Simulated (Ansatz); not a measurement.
`CN([SiH3])B[SiH3]` + `NC(N)=O` → `NC(=O)N[SiH3]` + `CNB[SiH3]`  (ligand exchange at the Si–N bond)

Computed with Ansatz on PBE0-D4/def2-TZVP structures; ΔE is electronic, products minus reactants. CBS: MP2 limit from def2 TZ/QZ plus the TZ coupled-cluster correction, frozen cores. Functionals use def2-TZVPP. One conformer a species, not always the lowest.

`CN([SiH3])B[SiH3]`:

```xyz
15

C    -0.460    1.232   -1.672
N    -0.180    0.354   -0.538
Si   -1.190   -1.077   -0.456
B     0.820    0.659    0.389
Si    1.298   -0.480    1.999
H    -1.490    1.602   -1.636
H    -0.326    0.703   -2.621
H     0.217    2.086   -1.650
H    -0.813   -1.874    0.732
H    -2.616   -0.664   -0.377
H    -1.008   -1.874   -1.698
H     1.436    1.676    0.204
H     0.154   -0.645    2.944
H     2.411    0.153    2.762
H     1.748   -1.851    1.619
```

`NC(N)=O`:

Z-matrix (Å, degrees):
```
N
C 1 1.376
H 1 1.006 2 113.4
H 1 1.006 2 118.4 3 139.5
N 2 1.376 1 114.1 3 -167.5
O 2 1.211 1 123.0 3 12.5
H 5 1.006 2 113.4 1 -167.5
H 5 1.006 2 118.4 1 -28.0
```

`NC(=O)N[SiH3]`:

```xyz
11

N     0.480   -1.521    1.411
C     0.194   -0.871    0.242
O     0.162   -1.435   -0.838
N    -0.028    0.478    0.317
Si   -0.324    1.302   -1.199
H     0.472   -2.524    1.346
H     0.193   -1.127    2.289
H     0.093    0.956    1.194
H    -1.564    0.817   -1.846
H     0.826    1.201   -2.125
H    -0.502    2.722   -0.790
```

`CNB[SiH3]`:

```xyz
12

C    -1.852   -0.490    0.939
N    -0.572   -0.479    0.264
B     0.192    0.630   -0.053
Si    1.957    0.416   -1.000
H    -2.628   -0.939    0.312
H    -2.140    0.535    1.167
H    -1.803   -1.055    1.875
H    -0.239   -1.400    0.018
H    -0.240    1.707    0.258
H     1.972    1.133   -2.308
H     3.086    0.964   -0.193
H     2.267   -1.021   -1.278
```

```tsv
level	ΔE (eV)
PBE0-D4	-0.25
B2PLYP	-0.30
PBE0	-0.30
CCSD(T)/def2-TZVPP	-0.25
```

Problem. What does CCSD(T)/CBS give? (Estimate.)

Solution. Computed: -0.26 eV. The listed levels differ from it by 0.01, -0.04, -0.04, 0.01 eV.

Largest T1 diagnostic among the species: 0.014.

In def2-TZVPP, CCSD(T) changes the Hartree–Fock value by +0.09 eV (the triples alone add +0.01 eV) and MP2 by +0.10 eV. The D4 term adds +0.08 eV with B3LYP and +0.04 eV with PBE0; it sums over pairs of atoms, weighted by their polarisabilities, and B3LYP, whose exchange is more repulsive, gets the larger term.

B3LYP here is the variant with VWN-RPA as its local correlation; programs differ in this.

CCSD(T)/CBS has its own doubt, a few kJ/mol and more with outer-core shells, so smaller differences from it don't rank the levels.
